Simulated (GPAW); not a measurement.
# KBr (Fm-3m) in GPAW: further runs

One crystal, KBr, is run at these levels: PBE, r2SCAN; tasks: dielectric tensor, one-shot levels on a semilocal density.

Program: GPAW 26.7.0. These are calculated values, not measurements. Logs are shortened: lines on timing, memory, paths and dates and some standing lists are left out, and cuts for length are marked. The log counts tension as positive stress, the text compression.

**Experimental background.**

From a printed reference work, monograph, for a bulk crystal of KBr: high-frequency dielectric constant 2.36.

The runs below are set against these values where they give the same quantity.

### Step 1. Starting point

The structure is cubic, space group Fm-3m (No. 225). The conventional cell has a = 6.600 Å, b = 6.600 Å, c = 6.600 Å, α = 90.00°, β = 90.00°, γ = 90.00°. Br (site symmetry m-3m) has 6 K at 3.30 Å as nearest neighbours. K (site symmetry m-3m) is surrounded by 6 Br at 3.30 Å.

### Step 2. Dielectric tensor, PBE

run.py reads:

```python
import numpy as np
import spglib
from ase import Atoms
from ase.dft.bandgap import bandgap
from ase.io import read, write
from gpaw import GPAW, PW
from gpaw.response.df import DielectricFunction

atoms = read('KBr.cif')
cell, positions, numbers = spglib.find_primitive(
    (atoms.cell[:], atoms.get_scaled_positions(), atoms.numbers), symprec=1e-4)
atoms = Atoms(numbers, cell=cell, scaled_positions=positions, pbc=True)

calc = GPAW(mode=PW(450),
            xc='PBE',
            kpts={'size': (6, 6, 6), 'gamma': True},
            occupations={'name': 'fermi-dirac', 'width': 0.001},
            nbands=16,
            convergence={'density': 1e-06},
            maxiter=150,
            txt='gpaw.txt')
atoms.calc = calc
energy = atoms.get_potential_energy()
calc.write('gs.gpw')
write('result.traj', atoms)
print(f'Energy: {energy:.6f} eV')
print('Fermi level:', round(calc.get_fermi_level(), 4), 'eV')
print(f'Gap: {bandgap(calc)[0]:.4f} eV, direct: {bandgap(calc, direct=True)[0]:.4f} eV')

for size in [(13, 13, 13), (18, 18, 18)]:
    name = 'x'.join(str(n) for n in size)
    dense = calc.fixed_density(kpts={'size': size, 'gamma': True},
                               nbands=30, convergence={'bands': 24},
                               update_fermi_level=True, txt=f'dense-{name}.txt')
    dense.write(f'{name}.gpw', mode='all')
    df = DielectricFunction(f'{name}.gpw', frequencies=np.array([0.0]), hilbert=False, eta=0.001,
                            ecut=80, nbands=24, intraband=False, txt=f'df-{name}.txt')
    for xc in ['RPA', 'LR0.3', 'LR0.2']:
        for direction in ['x', 'y', 'z', [0, 1, 1], [1, 0, 1], [1, 1, 0]]:
            e0, e = df.get_macroscopic_dielectric_constant(xc=xc, direction=direction)
            print(f'{name} {xc} {direction}: {e0:.4f} without, {e:.4f} with local fields')
```

KBr.cif reads:

```cif
data_KBr
_cell_length_a 6.60000000
_cell_length_b 6.60000000
_cell_length_c 6.60000000
_cell_angle_alpha 90.00000000
_cell_angle_beta 90.00000000
_cell_angle_gamma 90.00000000
_space_group_name_H-M_alt 'Fm-3m'
_space_group_name_Hall '-F 4 2 3'
_space_group_IT_number 225
loop_
_space_group_symop_operation_xyz
'x,y,z'
'-x,-y,-z'
'-y,x,z'
'y,-x,-z'
'-x,-y,z'
'x,y,-z'
'y,-x,z'
'-y,x,-z'
'x,-y,-z'
'-x,y,z'
'-y,-x,-z'
'y,x,z'
'-x,y,-z'
'x,-y,z'
'y,x,-z'
'-y,-x,z'
'z,x,y'
'-z,-x,-y'
'z,-y,x'
'-z,y,-x'
'z,-x,-y'
'-z,x,y'
'z,y,-x'
'-z,-y,x'
'-z,x,-y'
'z,-x,y'
'-z,-y,-x'
'z,y,x'
'-z,-x,y'
'z,x,-y'
'-z,y,x'
'z,-y,-x'
'y,z,x'
'-y,-z,-x'
'x,z,-y'
'-x,-z,y'
'-y,z,-x'
'y,-z,x'
'-x,z,y'
'x,-z,-y'
'-y,-z,x'
'y,z,-x'
'-x,-z,-y'
'x,z,y'
'y,-z,-x'
'-y,z,x'
'x,-z,y'
'-x,z,-y'
'x,y+1/2,z+1/2'
'-x,-y+1/2,-z+1/2'
'-y,x+1/2,z+1/2'
'y,-x+1/2,-z+1/2'
[... 63 lines left out ...]
'-z+1/2,y,-x+1/2'
'z+1/2,-x,-y+1/2'
'-z+1/2,x,y+1/2'
'z+1/2,y,-x+1/2'
'-z+1/2,-y,x+1/2'
'-z+1/2,x,-y+1/2'
'z+1/2,-x,y+1/2'
'-z+1/2,-y,-x+1/2'
'z+1/2,y,x+1/2'
'-z+1/2,-x,y+1/2'
'z+1/2,x,-y+1/2'
'-z+1/2,y,x+1/2'
'z+1/2,-y,-x+1/2'
'y+1/2,z,x+1/2'
'-y+1/2,-z,-x+1/2'
'x+1/2,z,-y+1/2'
'-x+1/2,-z,y+1/2'
'-y+1/2,z,-x+1/2'
'y+1/2,-z,x+1/2'
'-x+1/2,z,y+1/2'
'x+1/2,-z,-y+1/2'
'-y+1/2,-z,x+1/2'
'y+1/2,z,-x+1/2'
'-x+1/2,-z,-y+1/2'
'x+1/2,z,y+1/2'
'y+1/2,-z,-x+1/2'
'-y+1/2,z,x+1/2'
'x+1/2,-z,y+1/2'
'-x+1/2,z,-y+1/2'
'x+1/2,y+1/2,z'
'-x+1/2,-y+1/2,-z'
'-y+1/2,x+1/2,z'
'y+1/2,-x+1/2,-z'
'-x+1/2,-y+1/2,z'
'x+1/2,y+1/2,-z'
'y+1/2,-x+1/2,z'
'-y+1/2,x+1/2,-z'
'x+1/2,-y+1/2,-z'
'-x+1/2,y+1/2,z'
'-y+1/2,-x+1/2,-z'
'y+1/2,x+1/2,z'
'-x+1/2,y+1/2,-z'
'x+1/2,-y+1/2,z'
'y+1/2,x+1/2,-z'
'-y+1/2,-x+1/2,z'
'z+1/2,x+1/2,y'
'-z+1/2,-x+1/2,-y'
'z+1/2,-y+1/2,x'
'-z+1/2,y+1/2,-x'
'z+1/2,-x+1/2,-y'
'-z+1/2,x+1/2,y'
'z+1/2,y+1/2,-x'
'-z+1/2,-y+1/2,x'
'-z+1/2,x+1/2,-y'
'z+1/2,-x+1/2,y'
'-z+1/2,-y+1/2,-x'
'z+1/2,y+1/2,x'
'-z+1/2,-x+1/2,y'
'z+1/2,x+1/2,-y'
'-z+1/2,y+1/2,x'
'z+1/2,-y+1/2,-x'
'y+1/2,z+1/2,x'
'-y+1/2,-z+1/2,-x'
'x+1/2,z+1/2,-y'
'-x+1/2,-z+1/2,y'
'-y+1/2,z+1/2,-x'
'y+1/2,-z+1/2,x'
'-x+1/2,z+1/2,y'
'x+1/2,-z+1/2,-y'
'-y+1/2,-z+1/2,x'
'y+1/2,z+1/2,-x'
'-x+1/2,-z+1/2,-y'
'x+1/2,z+1/2,y'
'y+1/2,-z+1/2,-x'
'-y+1/2,z+1/2,x'
'x+1/2,-z+1/2,y'
'-x+1/2,z+1/2,-y'
loop_
_atom_site_label
_atom_site_type_symbol
_atom_site_symmetry_multiplicity
_atom_site_Wyckoff_symbol
_atom_site_fract_x
_atom_site_fract_y
_atom_site_fract_z
_atom_site_occupancy
Br1 Br 4 b 0.5000000000 0.0000000000 0.0000000000 1
K1 K 4 a 0.0000000000 0.0000000000 0.0000000000 1
```

Potentials or basis: GPAW PAW data sets (gpaw-data 1.2.1), pw.

Command:

```bash
> OMP_NUM_THREADS=1 python run.py
```

gpaw.txt:

```text
__  _  _
 | _ |_)|_||  |
 |__||  | ||/\| - 26.7.0

Input parameters:
  mode=PW(ecut=450.00000000000006),
  convergence={'density': 1e-06},
  kpts=MonkhorstPack(size=(6, 6, 6), gamma=True),
  maxiter=150,
  nbands=16,
  occupations=Occupations(name='fermi-dirac', width=0.001),
  xc=XC(name='PBE')

Diagonalizing LCAO Hamiltonian
Converting LCAO to pw mode

                 Br

       K

Atoms  # Å, Bohr magnetons
|   | symbol |        x |        y |        z |    initial magnetic moments |
|---|--------|----------|----------|----------|-----------------------------|
| 0 |     Br | 3.300000 | 3.300000 | 3.300000 | ( 0.0000,  0.0000,  0.0000) |
| 1 |      K | 0.000000 | 0.000000 | 0.000000 | ( 0.0000,  0.0000,  0.0000) |

Unit cell  # Å
| periodic |        x |        y |        z |  lengths |    angles |
|----------|----------|----------|----------|----------|-----------|
|      yes | 0.000000 | 3.300000 | 3.300000 | 4.666905 | 60.000000 |
|      yes | 3.300000 | 0.000000 | 3.300000 | 4.666905 | 60.000000 |
|      yes | 3.300000 | 3.300000 | 0.000000 | 4.666905 | 60.000000 |

Number of symmetries: 48
Symmetry operations  # r_c * U_cc + t_c -> r_c
|    | kind |            matrix            |
|----|------|------------------------------|
|  0 |  σ   |  1, 0, 0,  1, 0,-1,  1,-1, 0 |
|  1 |  C2  |  1, 0, 0,  1,-1, 0,  1, 0,-1 |
|  2 |  E   |  1, 0, 0,  0, 1, 0,  0, 0, 1 |
|  3 |  σ   |  1, 0, 0,  0, 0, 1,  0, 1, 0 |
|  4 |  C4  |  1, 0,-1,  1, 0, 0,  1,-1, 0 |
|  5 |  S6  |  1, 0,-1,  1,-1, 0,  1, 0, 0 |
|  6 |  σ   |  1, 0,-1,  0, 1,-1,  0, 0,-1 |
|  7 |  C3  |  1, 0,-1,  0, 0,-1,  0, 1,-1 |
|  8 |  S6  |  1,-1, 0,  1, 0, 0,  1, 0,-1 |
|  9 |  C4  |  1,-1, 0,  1, 0,-1,  1, 0, 0 |
| 10 |  C3  |  1,-1, 0,  0,-1, 1,  0,-1, 0 |
| 11 |  σ   |  1,-1, 0,  0,-1, 0,  0,-1, 1 |
| 12 |  σ   |  0, 1, 0,  1, 0, 0,  0, 0, 1 |
| 13 |  C4  |  0, 1, 0,  0, 1,-1, -1, 1, 0 |
| 14 |  C3  |  0, 1, 0,  0, 0, 1,  1, 0, 0 |
| 15 |  S6  |  0, 1, 0, -1, 1, 0,  0, 1,-1 |
| 16 |  C2  |  0, 1,-1,  1, 0,-1,  0, 0,-1 |
| 17 |  σ   |  0, 1,-1,  0, 1, 0, -1, 1, 0 |
| 18 |  S4  |  0, 1,-1,  0, 0,-1,  1, 0,-1 |
| 19 |  C4  |  0, 1,-1, -1, 1, 0,  0, 1, 0 |
| 20 |  C3  |  0, 0, 1,  1, 0, 0,  0, 1, 0 |
| 21 |  σ   |  0, 0, 1,  0, 1, 0,  1, 0, 0 |
| 22 |  S6  |  0, 0, 1,  0,-1, 1, -1, 0, 1 |
| 23 |  C4  |  0, 0, 1, -1, 0, 1,  0,-1, 1 |
| 24 |  S4  |  0, 0,-1,  1, 0,-1,  0, 1,-1 |
| 25 |  C3  |  0, 0,-1,  0, 1,-1,  1, 0,-1 |
| 26 |  C2  |  0, 0,-1,  0,-1, 0, -1, 0, 0 |
| 27 |  S6  |  0, 0,-1, -1, 0, 0,  0,-1, 0 |
| 28 |  S4  |  0,-1, 1,  1,-1, 0,  0,-1, 0 |
| 29 |  C4  |  0,-1, 1,  0, 0, 1, -1, 0, 1 |
| 30 |  C2  |  0,-1, 1,  0,-1, 0,  1,-1, 0 |
| 31 |  σ   |  0,-1, 1, -1, 0, 1,  0, 0, 1 |
| 32 |  C3  |  0,-1, 0,  1,-1, 0,  0,-1, 1 |
| 33 |  S6  |  0,-1, 0,  0, 0,-1, -1, 0, 0 |
| 34 |  S4  |  0,-1, 0,  0,-1, 1,  1,-1, 0 |
| 35 |  C2  |  0,-1, 0, -1, 0, 0,  0, 0,-1 |
| 36 |  C2  | -1, 1, 0,  0, 1, 0,  0, 1,-1 |
| 37 |  S6  | -1, 1, 0,  0, 1,-1,  0, 1, 0 |
| 38 |  S4  | -1, 1, 0, -1, 0, 1, -1, 0, 0 |
| 39 |  C3  | -1, 1, 0, -1, 0, 0, -1, 0, 1 |
| 40 |  S6  | -1, 0, 1,  0, 0, 1,  0,-1, 1 |
| 41 |  C2  | -1, 0, 1,  0,-1, 1,  0, 0, 1 |
| 42 |  C3  | -1, 0, 1, -1, 1, 0, -1, 0, 0 |
| 43 |  S4  | -1, 0, 1, -1, 0, 0, -1, 1, 0 |
| 44 |  C2  | -1, 0, 0,  0, 0,-1,  0,-1, 0 |
| 45 |  i   | -1, 0, 0,  0,-1, 0,  0, 0,-1 |
| 46 |  σ   | -1, 0, 0, -1, 1, 0, -1, 0, 1 |
| 47 |  C2  | -1, 0, 0, -1, 0, 1, -1, 1, 0 |

BZ-sampling:
  Number of BZ points: 216
  Number of IBZ points: 16

  Monkhorst-Pack size: [6, 6, 6]
  Monkhorst-Pack shift: [0.08333333333333333, 0.08333333333333333, 0.08333333333333333]

K-points  # in reciprocal-cell coordinates
|     |                                coordinates |     weight |
|-----|--------------------------------------------|------------|
|   0 | (  0.00000000,   0.00000000,   0.00000000) | 0.00462963 |
|   1 | (  0.16666667,   0.16666667,   0.00000000) | 0.02777778 |
|   2 | (  0.16666667,   0.16666667,   0.16666667) | 0.03703704 |
|   3 | (  0.33333333,   0.16666667,   0.16666667) | 0.05555556 |
|   4 | (  0.33333333,   0.33333333,  -0.33333333) | 0.05555556 |
|   5 | (  0.33333333,   0.33333333,   0.00000000) | 0.02777778 |
|   6 | (  0.33333333,   0.33333333,   0.16666667) | 0.11111111 |
|   7 | (  0.33333333,   0.33333333,   0.33333333) | 0.03703704 |
|   8 | (  0.50000000,   0.33333333,  -0.33333333) | 0.11111111 |
|   9 | (  0.50000000,   0.33333333,  -0.16666667) | 0.05555556 |
| ... |                                            |            |
|  15 | (  0.50000000,   0.50000000,   0.50000000) | 0.01851852 |

Plane wave coefficients: 1588
Cutoff: 450.00000000000006 eV

Spin-components: 1 (collinear spins)
Bands:           16
Projectors:      10
Spin-degeneracy: 2
Datatype:        complex128

Density:
  Valence electrons: 16.0
  Components: 1
  Grid points: [24 24 24]
  Charge: 0.0  # |e|

Potential:
  Grid points: [24 24 24]

species:
  Br:
    name:    Bromine
    Z:       35.0
    valence: 7
    core:    28
    charge:  0.0  # [|e|]
    compensation charges:
      type: gauss
      rc: 0.35  # [Å]
      lmax: 2
    cutoffs:
      filter: 1.98  # [Å]
      core: 2.38  # [Å]
    projectors
    | kind |    occ | energy [eV] | rcut [Å] |
    |------|--------|-------------|----------|
    |   4s |  2.000 |     -20.121 |    1.111 |
    |   4p |  5.000 |      -7.861 |    1.111 |
    |    s |        |       7.091 |    1.111 |
    |    p |        |      19.351 |    1.111 |
    |    d |        |       0.000 |    1.111 |

    Using partial waves for Br as LCAO basis

  K:
    name:    Potassium
    Z:       19.0
    valence: 9
    core:    10
    charge:  0.0  # [|e|]
    compensation charges:
      type: gauss
      rc: 0.35  # [Å]
      lmax: 2
    cutoffs:
      filter: 1.91  # [Å]
      core: 1.27  # [Å]
    projectors
    | kind |    occ | energy [eV] | rcut [Å] |
    |------|--------|-------------|----------|
    |   3s |  2.000 |     -35.338 |    1.122 |
    |   4s |  1.000 |      -2.319 |    1.122 |
    |   3p |  6.000 |     -18.813 |    1.106 |
    |    p |        |       8.398 |    1.106 |
    |    d |        |       0.000 |    0.937 |

    Using partial waves for K as LCAO basis

Reference energy: -87284.500948  # eV

eigensolver:
  PPCG
  Converge bands: occupied
  niter=2

density mixing:
  MSR1-Mixer
  Pratt-step length: 0.05
  Maximum mixing coefficient: 0.75
  Old densities: 10
  SVD Regularization: 0.005
  Good broyden scale: 1.0
  Trust region scale: 1.0
  Backstep threshold: 4.0
  History deletion threshold: 6.0
  Fourier metric: weight=20.0, sigma=0.015

occupation numbers:
  Fermi-Dirac:
    width: 0.0010  # eV

poisson solver:
  ecut: 3600.0000000000005  # eV

xc functional:
  name: PBE with 2 nearest neighbor stencil

convergence criteria:
- Maximum integral of absolute [dens]ity change: 1e-06 electrons / valence electron
- Maximum [total energy] change in last 3 cyles: 0.0005 eV / valence electron
- Maximum integral of absolute [eigenst]ate change: 4e-08 eV^2 / valence electron
maximum number of iterations: 150

SCF iterations
|iter     | |      energy | eigst |  dens |
|---------|-|-------------|-------|-------|
|iter:   1| |   -6.489486 | -0.40 |       |
|iter:   2| |   -6.465756 | -2.41 | -1.32 |
|iter:   3| |   -6.356577 | -2.05 | -1.35 |
|iter:   4| |   -6.359077 | -3.35 | -1.72 |
|iter:   5| |   -6.361131c| -4.21 | -2.08 |
|iter:   6| |   -6.361274c| -5.45 | -2.81 |
|iter:   7| |   -6.361284c| -6.77 | -3.53 |
|iter:   8| |   -6.361286c| -7.38 | -3.99 |
|iter:   9| |   -6.361286c| -8.25c| -5.13 |
|iter:  10| |   -6.361286c| -8.52c| -5.51 |
|iter:  11| |   -6.361286c| -9.65c| -6.79c|

Converged in 11 steps
Energy contributions relative to reference atoms: (reference = -87284.500948)

Energy contributions:
  Kinetic:           5.102216
  Coulomb:          -4.328715
  Zero:             -0.662093
  External:          0.000000
  Xc:               -6.472694
  Entropy:          -0.000000
  Spinorbit:         0.000000
  ----------------------------
  Free energy:      -6.361286
  Extrapolated:     -6.361286

dipole moment: (-24.049608, -24.049608, -24.049608)  # |e|*Ang

Fermi level: 1.613
Eigenvalues  # (at kpt = [0.000, 0.000, 0.000])
| band index |      eig [eV] | occ [0-2] |
|------------|---------------|-----------|
|          0 |       -27.952 |     2.000 |
|          1 |       -12.477 |     2.000 |
|          2 |       -11.459 |     2.000 |
|          3 |       -11.459 |     2.000 |
|          4 |       -11.459 |     2.000 |
|          5 |        -0.198 |     2.000 |
[... 8 lines left out ...]
|         14 |        11.415 |     0.000 |
|         15 |        15.344 |     0.000 |

Gap: 4.442 eV
Transition (v -> c):
  (s=0, k=0, n=7, [0.00, 0.00, 0.00]) -> (s=0, k=0, n=8, [0.00, 0.00, 0.00])
No difference between direct/indirect transitions
# Writing to gs.gpw (mode='')
```

It took 2.8 min on 1 thread of Intel Xeon Platinum 8488C (Sapphire Rapids), shared host; peak memory 0.57 GiB.

Results:

* Free energy: -6.3613 eV
* Band gap on the k mesh: 4.44 eV, direct
* Electronic dielectric tensor (diagonal): 2.34

Electronic dielectric tensor:
```
2.34 0.00 0.00
0.00 2.34 0.00
0.00 0.00 2.34
```

Caveat: the long-wavelength limit can be off by a per cent or two.

(Part 1 of 2 ends here.)
